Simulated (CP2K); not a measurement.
Crystal: KCl (Sylvite).

```
K Cl
1.0
     4.44978    0.00000    0.00000
     2.22489    3.85362    0.00000
     2.22489    1.28454    3.63323
K Cl
1 1
Direct
  0.00000 0.00000 0.00000
  0.50000 0.50000 0.50000
```

Base run:

```yaml
Program: CP2K 2026.2
Functional: PBE
Potentials_or_basis: POTENTIAL_UZH K GTH-PBE-q9, Cl GTH-PBE-q7; TZV2P-MOLOPT-PBE-GTH basis
Density_cutoff: 6803 eV
k_mesh: 7 × 7 × 7
Occupations: fermi-dirac, width 0.05 eV
Spin: no spin polarisation
```

Its results: band gap on the k mesh 5.16 eV, direct; pressure 0.7 GPa.

Problem. After a change of settings the same cell gave: band gap on the k mesh 5.34 eV, direct; pressure 1.8 GPa. Which change was it?
A. potentials or basis from POTENTIAL_UZH K GTH-PBE-q9, Cl GTH-PBE-q7; TZV2P-MOLOPT-PBE-GTH basis to POTENTIAL_UZH K GTH-PBE-q9, Cl GTH-PBE-q7; DZVP-MOLOPT-PBE-GTH basis; basis sets from K TZV2P-MOLOPT-PBE-GTH-q9, Cl TZV2P-MOLOPT-PBE-GTH-q7 to K DZVP-MOLOPT-PBE-GTH-q9, Cl DZVP-MOLOPT-PBE-GTH-q7
B. potentials or basis from POTENTIAL_UZH K GTH-PBE-q9, Cl GTH-PBE-q7; TZV2P-MOLOPT-PBE-GTH basis to POTENTIAL_UZH K GTH-PBE-q9, Cl GTH-PBE-q7; ccGRB-D basis; basis sets from K TZV2P-MOLOPT-PBE-GTH-q9, Cl TZV2P-MOLOPT-PBE-GTH-q7 to K ccGRB-D-q9, Cl ccGRB-D-q7
C. potentials or basis from POTENTIAL_UZH K GTH-PBE-q9, Cl GTH-PBE-q7; TZV2P-MOLOPT-PBE-GTH basis to POTENTIAL_UZH K GTH-PBE-q9, Cl GTH-PBE-q7; TZVP-MOLOPT-PBE-GTH basis; basis sets from K TZV2P-MOLOPT-PBE-GTH-q9, Cl TZV2P-MOLOPT-PBE-GTH-q7 to K TZVP-MOLOPT-PBE-GTH-q9, Cl TZVP-MOLOPT-PBE-GTH-q7

Solution. B.

Caveats: the basis of atomic orbitals isn't converged, which shifts pressures, moduli and gaps.
